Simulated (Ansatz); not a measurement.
## Run record: phonons of MgTe (P6_3mc)

Level of theory: LDA, PAW on Ansatz 0.2.0's default frozen-core files (fitted under PBE), scalar-relativistic.

The cell comes from a PAW relaxation under the same functional.

Launched as:

```sh
ansatz run input.yaml --threads 1 --pin off --max-ram 3072MiB --backend cpu --events-out ev --progress --plain --runs-dir out
```

Input:

```yaml
crystal:
  lattice:
    - [4.50927169813, 0.0, 0.0]
    - [-2.25463584906, 3.90514384315, 0.0]
    - [0.0, 0.0, 7.33702347858]
  atoms:
    - { symbol: Mg, position: [0.333333333333, 0.666666666667, 0.00426386021] }
    - { symbol: Mg, position: [0.666666666667, 0.333333333333, 0.50426386021] }
    - { symbol: Te, position: [0.333333333333, 0.666666666667, 0.38073613979] }
    - { symbol: Te, position: [0.666666666667, 0.333333333333, 0.88073613979] }
kpoints:
  mp_grid: { grid: [6, 6, 4] }
scf:
  occupations: { method: fixed }
hamiltonian:
  xc: lda
  pseudopotentials: { kind: paw }
phonons:
  method: dfpt
  dielectric: true
  rigid_motions: translations
```

Output:

```
Warning: RAYON_NUM_THREADS=1 ignored (pool sized by the plan → 1); use --threads N
Engine: ansatz 0.2.0, x86_64-unknown-linux-gnu
Pseudopotentials: kind: paw
Pseudopotential: Mg, paw, valence charge 10, recommended cutoff 420 eV (normal), Mg.paw.azcp
Pseudopotential: Te, paw, valence charge 16, recommended cutoff 420 eV (normal), Te.paw.azcp
Functional definition: SPW92
  exchange = slater_x
  correlation = pw_c
Crystal: 4 atoms, lattice volume = 129.200 Å³
Basis set: ecut = 420 eV, 2539 PW (Γ), exchange–correlation on 64×64×100 points (8 copies of the dense FFT grid, shifted against one another)
Bands: 32, of which v1, the nominal top of the filled ones, is band 26 counted from 1 (25 counted from 0)
Symmetry: 12 space group operations
k-points: 47 of 144 (irreducible under 2 space group operations, time reversal used)
Non-local potential: Mg, projectors of the file, l = 0: 3, l = 1: 2, l = 2: 1
Non-local potential: Te, projectors of the file, l = 0: 2, l = 1: 2, l = 2: 2, l = 3: 2
PAW form: soft (Blöchl's): semilocal exchange-correlation on the pseudo side does not see the compensation charge
PAW frozen core: Mg, regenerated for the run's functional, and the local potential with it (the file was generated under x = pbe(κ = 0.804, μ = 0.2195149727645171), c = pbe(β = 0.06672455060314922))
PAW frozen core: Te, regenerated for the run's functional, and the local potential with it (the file was generated under x = pbe(κ = 0.804, μ = 0.2195149727645171), c = pbe(β = 0.06672455060314922))
PAW one-centre angular grid: Mg, 110 points (default); XC on 64 Gauss nodes
PAW one-centre angular grid: Te, 590 points (default); XC on 64 Gauss nodes
Initial density: superposition of atomic densities (neutral atoms: chi_scale 0, normalization atom), corrected by the library's trained network
Initial wavefunctions: pseudopotential atomic-orbital guess
Functional: x = slater, c = lda
SCF iter   1: F=—  HF=-17460.991741 eV  |F-HF|=—  |Δ(HF+E_count)|=         —  Δρ=5.08e-3  dr2=1.23e-2  ethr=1.77e-3  ⟨swp⟩=5.0  Hψ=5540  notcnv=0  defer=182
preconditioner: auto → Resta (q_TF=auto, 2.344 Å⁻¹)  ε∞=3.3  [insulator: Δε(μ)=2.429 eV  Ē_g=8.662 eV  n_scr=22 (ndim 8)  ℏωp=13.1 eV  f_vac=0.096  ε∞_Penn≈3.3]
SCF iter   2: F=—  HF=-17460.983418 eV  |F-HF|=—  |Δ(HF+E_count)|=   8.32e-3  Δρ=2.17e-3  dr2=2.89e-3  ethr=2.36e-5  ⟨swp⟩=2.0  Hψ=3198  notcnv=0  defer=186
SCF iter   3: F=—  HF=-17460.982937 eV  |F-HF|=—  |Δ(HF+E_count)|=   4.81e-4  Δρ=5.77e-4  dr2=3.30e-4  ethr=5.56e-6  ⟨swp⟩=2.0  Hψ=2745  notcnv=0  defer=186
SCF iter   4: F=—  HF=-17460.982963 eV  |F-HF|=—  |Δ(HF+E_count)|=   2.57e-5  Δρ=5.80e-5  dr2=8.30e-6  ethr=6.35e-7  ⟨swp⟩=1.0  Hψ=1427  notcnv=0  defer=150
SCF iter   5: F=—  HF=-17460.982961 eV  |F-HF|=—  |Δ(HF+E_count)|=   1.40e-6  Δρ=2.36e-5  dr2=7.28e-7  ethr=1.60e-8  ⟨swp⟩=3.0  Hψ=2555  notcnv=0  defer=98
SCF iter   6: F=—  HF=-17460.982963 eV  |F-HF|=—  |Δ(HF+E_count)|=   2.08e-6  Δρ=5.13e-6  dr2=7.58e-8  ethr=1.40e-9  ⟨swp⟩=2.0  Hψ=1617  notcnv=0  defer=79
SCF iter   7: F=—  HF=-17460.982964 eV  |F-HF|=—  |Δ(HF+E_count)|=   4.43e-8  Δρ=1.14e-6  dr2=3.54e-9  ethr=1.46e-10  ⟨swp⟩=2.0  Hψ=1700  notcnv=0  defer=79
[... 17 lines left out ...]
DFPT response loops at Γ: preconditioner auto → Resta (q_TF=auto, 2.344 Å⁻¹)  ε∞=4.7 (no band partly filled); β = 1.00, the filter's whole step (`scf.mixing.beta` (0.50) is not read by the response loops at its default; to damp ...
WARN: field response: ε∞ stands inside a basis, on 10×10×6 points; the force constants stand on the 6×6×4 k-mesh, whose period is 11.11 times the interband length at k = (0.0000, 0.0000, 0.0000), direct gap 2.426 eV, under 14: ...
SCF converged after 8 iterations
Free energy (F): -17460.982964 eV
Harris-Foulkes:  -17460.982964 eV  (|F-HF|=1.46e-11)
Internal energy: -17460.982964 eV  (E = F + TS)
E sigma→0 (E₀):  -17460.982964 eV
Fermi energy:    4.505679 eV
--- Per-component energies (eV) ---
  E_band       = -1324.369387
  E_kinetic    = 517.125333
  E_local      = -6544.825209  (includes V_loc(G=0)·N_el)
  E_nonlocal   = -415.295137
  E_hartree    = 3114.830977
  E_xc         = -305.730406
  E_vxc        = -285.256586  (∫ρ·V_xc dr)
  E_paw        = -9564.523891  (= ΣΔE_a)
  E_vpaw       = -825.779649  (= ΣTr[D̂ρ^β])
  E_aug_tail   = -0.000421  (compensation charges beyond the density's cutoff)
  E_ewald      = -4264.222490
  E_core_change = 1.658281  (= ΣΔE_core)
  E_smearing   = -0.000000  (= −TS)
  E_closure    = 0.000000  (closes the sum)
  Σ components = -17460.982964   (vs F -17460.982964, Δ=0.00e0)
  k mesh reduced under 2 symmetry operations, with k and −k counted as one. Each operation leaves every solved perturbation unchanged. A smaller set is not considered because the run solves the response to a homogeneous field
  ASR residual: 2.154e-4 → 0.000e0 eV/Å²; symmetrization residual: 5.263e-6 eV/Å²
  ASR residual per site (eV/Å²): 5.93e-5 5.93e-5 2.15e-4 2.15e-4
  Γ frequencies (cm⁻¹): 0.00 0.00 0.00 36.54 36.54 116.43 239.92 241.14 241.14 245.55 245.55 267.86
  ε∞ (high-frequency dielectric tensor):
        5.604148    -0.000000     0.000000
       -0.000000     5.604148    -0.000000
        0.000000    -0.000000     5.728297
  ε⁰ (static dielectric tensor: ions relaxed, cell fixed):
        7.767198    -0.000000     0.000000
       -0.000000     7.767198     0.000000
        0.000000     0.000000     8.220760
  ε⁰ − ε∞ (ionic part):
        2.163050    -0.000000     0.000000
       -0.000000     2.163050     0.000000
        0.000000     0.000000     2.492463
  softest optical mode at Γ: 36.54 cm⁻¹; the repairs (sum rule, projections) moved no ω² at Γ by more than (1.17 cm⁻¹)²
  Born effective charges Z* (e; rows j = field, columns β = displacement):
    site 0:
         1.86969   -0.00000   -0.00000
        -0.00000    1.86969   -0.00000
        -0.00000   -0.00000    1.96099
    site 1:
         1.86969   -0.00000    0.00000
        -0.00000    1.86969    0.00000
         0.00000    0.00000    1.96099
    site 2:
        -1.86969    0.00000    0.00000
         0.00000   -1.86969    0.00000
        -0.00000    0.00000   -1.96099
    site 3:
        -1.86969    0.00000   -0.00000
         0.00000   -1.86969   -0.00000
         0.00000   -0.00000   -1.96099
  Z* charge neutrality: 3.599e-3 e pre-enforcement
  solved inside a basis spanned on kpoints, on 10×10×6 k-points, its susceptibility summed on 12×12×8: ε∞ is read to err by 1.7e-2, Z* by 1.8e-2 e (field_mesh: kpoints solves on kpoints); Z* is corrected for what the basis lacks
  optical modes at Γ without the LO–TO term, one row a degenerate level:
      ω (cm⁻¹)  modes    IR ((D/Å)²/amu)
         36.54      2             0.0000
        116.43      1             0.0000
        239.92      1             8.6910
        241.14      2             0.0000
        245.55      2            15.8010
        267.86      1             0.0000
  optical modes at Γ + LO–TO along q̂ = [1.0000, 0.0000, 0.0000]:
      ω (cm⁻¹)  modes    IR ((D/Å)²/amu)
         36.54      2             0.0000
        116.43      1             0.0000
        239.92      1             8.6910
        241.14      2             0.0000
        245.55      1             7.9005
        267.86      1             0.0000
        289.08      1             7.9005
  optical modes at Γ + LO–TO along q̂ = [0.0000, 1.0000, 0.0000]:
      ω (cm⁻¹)  modes    IR ((D/Å)²/amu)
         36.54      2             0.0000
        116.43      1             0.0000
        239.92      1             8.6910
        241.14      2             0.0000
        245.55      1             7.9005
        267.86      1             0.0000
        289.08      1             7.9005
  optical modes at Γ + LO–TO along q̂ = [0.0000, 0.0000, 1.0000]:
      ω (cm⁻¹)  modes    IR ((D/Å)²/amu)
         36.54      2             0.0000
        116.43      1             0.0000
        241.14      2             0.0000
        245.55      2            15.8010
        267.86      1             0.0000
        287.42      1             8.6910
```

The calculation finished and met its thresholds.

**Zone-centre phonons**

Harmonic phonons of a crystal by Kohn-Sham DFT at the given cell, standard atomic masses, acoustic sum rule imposed; negative wavenumbers are unstable modes; optical zone-centre levels upwards with Mulliken labels, activity, and the element with most of the kinetic energy.

| Property | Result |
| --- | --- |
| Point group | 6mm |

```
number  phonon wavenumber (cm⁻¹)  label  infrared  raman  lead element
     1                      36.5     E2        no    yes            Te
     2                     116.4     B1        no     no            Te
     3                     239.9     A1       yes    yes            Mg
     4                     241.1     E2        no    yes            Mg
     5                     245.6     E1       yes    yes            Mg
     6                     267.9     B1        no     no            Mg
```

### Field response

Linear response of an insulating crystal by Kohn-Sham DFT to a field and to zone-centre displacements, local fields included; Born charges neutralised; LO modes for wave vectors along x and z; Cartesian axes as in the input.

| Property | Result |
| --- | --- |
| Dielectric electronic (x, y, z) | 5.604, 5.604, 5.728 |
| Dielectric static (x, y, z) | 7.767, 7.767, 8.221 |
| Highest phonon with field along x | 289.1 cm⁻¹ |
| Highest phonon with field along z | 287.4 cm⁻¹ |
| Highest phonon without field | 267.9 cm⁻¹ |

```csv
atom,born charge xx (e),born charge yy (e),born charge zz (e)
Mg1,1.87,1.87,1.961
Mg2,1.87,1.87,1.961
Te3,-1.87,-1.87,-1.961
Te4,-1.87,-1.87,-1.961
```

Limits of these numbers: frozen-core PAW files fitted under PBE, their cores solved anew for the functional of the run; zone-boundary modes aren't tested; field response not resolved by the mesh; no LO-TO term at the zone centre.

It took 4.5 min on 1 thread of AMD EPYC 7R43 64-Core Processor (Zen 3), on a shared host, peak memory 1.2 GiB.
